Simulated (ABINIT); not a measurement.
# CdS (Hawleyite) (F-43m) in ABINIT: a series of runs

Aim: see how the results for CdS (Hawleyite) move with the level of theory and the settings. Levels: AM05, revPBE, PW91, WC. Tasks: equation of state.

Program: ABINIT 10.8.3 (patched build). These are calculated values, not measurements. Logs are shortened: lines on timing, memory, paths and dates and some standing lists are left out, and cuts for length are marked. The log counts tension as positive stress, the text compression.

**1. Starting point**

Symmetry: F-43m, No. 216, cubic system. The conventional cell has a = 5.833 Å, b = 5.833 Å, c = 5.833 Å, α = 90.00°, β = 90.00°, γ = 90.00°. Cd (site symmetry -43m) is surrounded by 4 S at 2.53 Å. S (site symmetry -43m) is surrounded by 4 Cd at 2.53 Å.

**2. Equation of state, AM05**

File run.abi:

```
ndtset 7
getwfk -1
scalecart1 3*0.9795861087
scalecart2 3*0.9864848297
scalecart3 3*0.9932883884
scalecart4 3*1.0000000000
scalecart5 3*1.0066227096
scalecart6 3*1.0131594038
scalecart7 3*1.0196128224

pp_dirpath "./"
pseudos "Cd.GGA_PBE-JTH.xml, S.GGA_PBE-JTH.xml"

acell 7.7942771716 7.7942771716 7.7942771716
rprim
     0.0000000000     0.7071067812     0.7071067812
     0.7071067812     0.0000000000     0.7071067812
     0.7071067812     0.7071067812     0.0000000000
ntypat 2
znucl 48 16
natom 2
typat 1 2
xred
     0.0000000000     0.0000000000     0.0000000000
     0.7500000000     0.7500000000     0.7500000000

ecut 26.0
pawecutdg 48.0
pawxcdev 0

kptopt 1
ngkpt 8 8 8
nshiftk 1
shiftk 0.0 0.0 0.0

ixc -120135

nband 13
occopt 3
tsmear 0.00183747

nstep 100
tolvrs 1.0e-9

iomode 3
prtwf 1
prtden 0
prteig 0
prtebands 0
enunit 1
```

Potentials or basis: JTH PAW PBE v2.0.

Run with:

```
$ abinit run.abi > log 2>&1
```

run.abo:

```text
.Version 10.8.3 of ABINIT
 DATASET    1 : space group F-4 3 m (#216); Bravais cF (face-center cubic)
================================================================================
 Values of the parameters that define the memory need for DATASET  1.
     intxc =       0    ionmov =       0      iscf =      17    lmnmax =      18
     lnmax =       6     mgfft =      36  mpssoang =       3    mqgrid =    3001
     natom =       2  nloc_mem =       2    nspden =       1   nspinor =       1
    nsppol =       1      nsym =      24    n1xccc =       1    ntypat =       2
    occopt =       3   xclevel =       2
       mpw =        2005          nfft =       46656          nkpt =          29
 PAW method is used; the additional fine FFT grid is defined by:
   mgfftf=        48    nfftf =    110592
================================================================================
================================================================================
[... 71 lines left out ...]
 DATASET    7 : space group F-4 3 m (#216); Bravais cF (face-center cubic)
================================================================================
 Values of the parameters that define the memory need for DATASET  7.
     intxc =       0    ionmov =       0      iscf =      17    lmnmax =      18
     lnmax =       6     mgfft =      40  mpssoang =       3    mqgrid =    3001
     natom =       2  nloc_mem =       2    nspden =       1   nspinor =       1
    nsppol =       1      nsym =      24    n1xccc =       1    ntypat =       2
    occopt =       3   xclevel =       2
       mpw =        2269          nfft =       64000          nkpt =          29
 PAW method is used; the additional fine FFT grid is defined by:
   mgfftf=        50    nfftf =    125000
================================================================================
================================================================================

--------------------------------------------------------------------------------
------------- Echo of variables that govern the present computation ------------
--------------------------------------------------------------------------------
 -outvars: echo values of preprocessed input variables --------
            acell      7.7942771716E+00  7.7942771716E+00  7.7942771716E+00 Bohr
              amu      1.12411000E+02  3.20660000E+01
             ecut      2.60000000E+01 Hartree
           enunit           1
           getwfk          -1
              ixc     -120135
           jdtset        1    2    3    4    5    6    7
         kptrlatt        8    0    0      0    8    0      0    0    8
          kptrlen1     6.10813252E+01
          kptrlen2     6.15114895E+01
          kptrlen3     6.19357201E+01
          kptrlen4     6.23542174E+01
          kptrlen5     6.27671712E+01
          kptrlen6     6.31747617E+01
          kptrlen7     6.35771596E+01
            natom           2
            nband          13
           ndtset           7
            ngfft1         36      36      36
            ngfft2         36      36      36
            ngfft3         36      36      36
            ngfft4         36      36      36
            ngfft5         40      40      40
            ngfft6         40      40      40
            ngfft7         40      40      40
          ngfftdg1         48      48      48
          ngfftdg2         48      48      48
          ngfftdg3         50      50      50
          ngfftdg4         50      50      50
          ngfftdg5         50      50      50
          ngfftdg6         50      50      50
          ngfftdg7         50      50      50
             nkpt          29
            nstep         100
             nsym          24
           ntypat           2
           occopt           3
        pawecutdg      4.80000000E+01 Hartree
         pawxcdev           0
           prtden           0
        prtebands           0
           prteig           0
            rprim1     0.0000000000E+00  6.9267198023E-01  6.9267198023E-01
                       6.9267198023E-01  0.0000000000E+00  6.9267198023E-01
                       6.9267198023E-01  6.9267198023E-01  0.0000000000E+00
            rprim2     0.0000000000E+00  6.9755011263E-01  6.9755011263E-01
                       6.9755011263E-01  0.0000000000E+00  6.9755011263E-01
                       6.9755011263E-01  6.9755011263E-01  0.0000000000E+00
            rprim3     0.0000000000E+00  7.0236095512E-01  7.0236095512E-01
                       7.0236095512E-01  0.0000000000E+00  7.0236095512E-01
                       7.0236095512E-01  7.0236095512E-01  0.0000000000E+00
            rprim4     0.0000000000E+00  7.0710678120E-01  7.0710678120E-01
                       7.0710678120E-01  0.0000000000E+00  7.0710678120E-01
                       7.0710678120E-01  7.0710678120E-01  0.0000000000E+00
            rprim5     0.0000000000E+00  7.1178974407E-01  7.1178974407E-01
                       7.1178974407E-01  0.0000000000E+00  7.1178974407E-01
                       7.1178974407E-01  7.1178974407E-01  0.0000000000E+00
            rprim6     0.0000000000E+00  7.1641188486E-01  7.1641188486E-01
                       7.1641188486E-01  0.0000000000E+00  7.1641188486E-01
                       7.1641188486E-01  7.1641188486E-01  0.0000000000E+00
            rprim7     0.0000000000E+00  7.2097514092E-01  7.2097514092E-01
                       7.2097514092E-01  0.0000000000E+00  7.2097514092E-01
                       7.2097514092E-01  7.2097514092E-01  0.0000000000E+00
          spgroup         216
           tolvrs      1.00000000E-09
           tsmear      1.83747000E-03 Hartree
            typat      1  2
[... 30 lines left out ...]
                       7.5000000000E-01  7.5000000000E-01  7.5000000000E-01
            znucl       48.00000   16.00000

================================================================================

 chkinp: Checking input parameters for consistency, jdtset=   1.

 chkinp: Checking input parameters for consistency, jdtset=   2.
[... 36 lines left out ...]
 getcut: wavevector=  0.0000  0.0000  0.0000  ngfft=  48  48  48
         ecut(hartree)=     48.000   => boxcut(ratio)=   2.01575

--- Pseudopotential description ------------------------------------------------
- pspini: atom type   1  psp file is ./Cd.GGA_PBE-JTH.xml
 Pseudopotential format is: paw10
 basis_size (lnmax)=  6 (lmn_size= 18), orbitals=   0   0   1   1   2   2
 Spheres core radius: rc_sph= 2.50233826
 Shapefunction is BESSEL type: shapef(r,l)=aa(1,l)*jl(q(1,l)*r)+aa(2,l)*jl(q(2,l)*r)
 Radius for shape functions =  2.31074885
 Compensation charge density is not taken into account in XC energy/potential

- pspini: atom type   2  psp file is ./S.GGA_PBE-JTH.xml
 Pseudopotential format is: paw10
 basis_size (lnmax)=  4 (lmn_size=  8), orbitals=   0   0   1   1
 Spheres core radius: rc_sph= 1.90380259
 Shapefunction is SIN type: shapef(r)=[sin(pi*r/rshp)/(pi*r/rshp)]**2
 Radius for shape functions =  1.40128485
 Compensation charge density is not taken into account in XC energy/potential

   5.23237762E+02                                ecore*ucvol(ha*bohr**3)
--------------------------------------------------------------------------------

================================================================================

--- !BeginCycle
iteration_state: {dtset: 1, }
solver: {iscf: 17, nstep: 100, nline: 4, wfoptalg: 10, }
tolerances: {tolvrs: 1.00E-09, }
...

     iter   Etot(hartree)      deltaE(h)  residm     nres2
 ETOT  1  -57.794237025391    -5.779E+01 2.745E-01 1.368E+01
 ETOT  2  -58.105278023289    -3.110E-01 3.401E-01 1.101E+04
 ETOT  3  -57.883057412836     2.222E-01 6.081E-02 1.164E+00
 ETOT  4  -57.882007339564     1.050E-03 9.577E-02 1.416E-01
 ETOT  5  -57.881885730468     1.216E-04 2.903E-01 4.764E-02
 ETOT  6  -57.881871552207     1.418E-05 5.124E-02 4.266E-02
 ETOT  7  -57.881873566826    -2.015E-06 9.160E-02 4.452E-02
 ETOT  8  -57.881856972513     1.659E-05 4.675E-02 4.542E-02
 ETOT  9  -57.881839076579     1.790E-05 6.556E-02 4.893E-02
 ETOT 10  -57.881821460929     1.762E-05 6.175E-02 5.209E-02
[... 80 further cycles ...]
 ETOT 91  -57.882390959771     5.559E-09 2.237E-08 1.032E-06
 ETOT 92  -57.882391146980    -1.872E-07 1.790E-05 1.103E-06
 ETOT 93  -57.882391608984    -4.620E-07 3.538E-05 5.881E-06
 ETOT 94  -57.882391701758    -9.277E-08 1.405E-06 7.422E-06
 ETOT 95  -57.882390446928     1.255E-06 3.015E-04 5.131E-06
 ETOT 96  -57.882389025514     1.421E-06 5.841E-05 2.898E-05
 ETOT 97  -57.882391175164    -2.150E-06 3.924E-04 1.323E-06
 ETOT 98  -57.882392407456    -1.232E-06 1.034E-04 2.359E-05
 ETOT 99  -57.882390707775     1.700E-06 3.848E-04 2.427E-06
 ETOT  100  -57.882391462381    -7.546E-07 1.537E-04 3.806E-06

 Cartesian components of stress tensor (hartree/bohr^3)
  sigma(1 1)= -1.48299520E-04  sigma(3 2)=  0.00000000E+00
  sigma(2 2)= -1.48299520E-04  sigma(3 1)=  0.00000000E+00
  sigma(3 3)= -1.48299520E-04  sigma(2 1)=  0.00000000E+00

 scprqt:  WARNING -
  nstep=  100 was not enough SCF cycles to converge;
  density residual=  3.806E-06 exceeds tolvrs=  1.000E-09

--- !ResultsGS
iteration_state: {dtset: 1, }
comment   : Summary of ground state results
lattice_vectors:
- [  0.0000000,   5.3988774,   5.3988774, ]
- [  5.3988774,   0.0000000,   5.3988774, ]
- [  5.3988774,   5.3988774,   0.0000000, ]
lattice_lengths: [   7.63517,    7.63517,    7.63517, ]
lattice_angles: [ 60.000,  60.000,  60.000, ] # degrees, (23, 13, 12)
lattice_volume:   3.1473163E+02
convergence: {deltae: -7.546E-07, res2:  3.806E-06, residm:  1.537E-04, diffor: null, }
etotal    :  -5.78823915E+01
entropy   :   0.00000000E+00
fermie    :   1.80161042E-01
cartesian_stress_tensor: # hartree/bohr^3
- [ -1.48299520E-04,   0.00000000E+00,   0.00000000E+00, ]
[... 659 lines left out ...]
 getcut: wavevector=  0.0000  0.0000  0.0000  ngfft=  40  40  40
         ecut(hartree)=     26.000   => boxcut(ratio)=   2.22109

 getcut : COMMENT -
  Note that boxcut > 2.2 ; recall that boxcut=Gcut(box)/Gcut(sphere) = 2
  is sufficient for exact treatment of convolution.
  Such a large boxcut is a waste : you could raise ecut
  e.g. ecut=   32.065986 Hartrees makes boxcut=2

 Fine grid specifications (used for densities):

 getcut: wavevector=  0.0000  0.0000  0.0000  ngfft=  50  50  50
         ecut(hartree)=     48.000   => boxcut(ratio)=   2.04416
--------------------------------------------------------------------------------
[... 170 lines left out ...]
 getcut: wavevector=  0.0000  0.0000  0.0000  ngfft=  40  40  40
         ecut(hartree)=     26.000   => boxcut(ratio)=   2.20676

 getcut : COMMENT -
  Note that boxcut > 2.2 ; recall that boxcut=Gcut(box)/Gcut(sphere) = 2
  is sufficient for exact treatment of convolution.
  Such a large boxcut is a waste : you could raise ecut
  e.g. ecut=   31.653555 Hartrees makes boxcut=2

 Fine grid specifications (used for densities):

 getcut: wavevector=  0.0000  0.0000  0.0000  ngfft=  50  50  50
         ecut(hartree)=     48.000   => boxcut(ratio)=   2.03097
--------------------------------------------------------------------------------
[... 321 lines left out ...]
-Cartesian components of stress tensor (GPa)         [Pressure= -2.9533E+00 GPa]
- sigma(1 1)=  2.95329123E+00  sigma(3 2)=  0.00000000E+00
- sigma(2 2)=  2.95329123E+00  sigma(3 1)=  0.00000000E+00
- sigma(3 3)=  2.95329123E+00  sigma(2 1)=  0.00000000E+00

== END DATASET(S) ==============================================================
================================================================================

 -outvars: echo values of variables after computation  --------
            acell      7.7942771716E+00  7.7942771716E+00  7.7942771716E+00 Bohr
           etotal1    -5.7882391462E+01
           etotal2    -5.7883261525E+01
           etotal3    -5.7883787604E+01
           etotal4    -5.7884009073E+01
           etotal5    -5.7883956510E+01
           etotal6    -5.7883663586E+01
           etotal7    -5.7883146169E+01
            fcart1     9.9748337375E-29  9.9748337375E-29 -2.9924501212E-28
                      -9.9748337375E-29 -9.9748337375E-29  2.9924501212E-28
            fcart2    -0.0000000000E+00 -0.0000000000E+00 -0.0000000000E+00
                      -0.0000000000E+00 -0.0000000000E+00 -0.0000000000E+00
            fcart3    -1.8444810465E-29  3.0741350775E-29  6.1482701549E-30
                       1.8444810465E-29 -3.0741350775E-29 -6.1482701549E-30
            fcart4    -9.1605080304E-30  1.5267513384E-29  3.0535026768E-30
                       9.1605080304E-30 -1.5267513384E-29 -3.0535026768E-30
            fcart5    -1.8200479570E-29 -6.0668265234E-30  3.0334132617E-29
                       1.8200479570E-29  6.0668265234E-30 -3.0334132617E-29
[... 38 lines left out ...]
                       0.0000000000E+00  0.0000000000E+00  0.0000000000E+00
           xangst1     0.0000000000E+00  0.0000000000E+00  0.0000000000E+00
                       4.2854443262E+00  4.2854443262E+00  4.2854443262E+00
           xangst2     0.0000000000E+00  0.0000000000E+00  0.0000000000E+00
                       4.3156245059E+00  4.3156245059E+00  4.3156245059E+00
           xangst3     0.0000000000E+00  0.0000000000E+00  0.0000000000E+00
                       4.3453883743E+00  4.3453883743E+00  4.3453883743E+00
           xangst4     0.0000000000E+00  0.0000000000E+00  0.0000000000E+00
                       4.3747499971E+00  4.3747499971E+00  4.3747499971E+00
           xangst5     0.0000000000E+00  0.0000000000E+00  0.0000000000E+00
                       4.4037226959E+00  4.4037226959E+00  4.4037226959E+00
           xangst6     0.0000000000E+00  0.0000000000E+00  0.0000000000E+00
                       4.4323190989E+00  4.4323190989E+00  4.4323190989E+00
           xangst7     0.0000000000E+00  0.0000000000E+00  0.0000000000E+00
                       4.4605511919E+00  4.4605511919E+00  4.4605511919E+00
             xred      0.0000000000E+00  0.0000000000E+00  0.0000000000E+00
                       7.5000000000E-01  7.5000000000E-01  7.5000000000E-01
 Calculation completed.
```

Run time: 4.5 min. Hardware: 1 thread of Intel Xeon 6975P-C (Granite Rapids), shared host; peak memory 0.18 GiB.

Energy against volume, from the lowest point:
| volume (Å³/atom) | energy (meV/atom) |
| --- | --- |
| 23.319 | 22.01 |
| 23.815 | 10.17 |
| 24.312 | 3.01 |
| 24.808 | 0.00 |
| 25.304 | 0.72 |
| 25.800 | 4.70 |
| 26.296 | 11.74 |

Caveat: the PAW data sets were made with another functional, which shifts forces and pressure a little.

(Continued in part 2 of 2.)
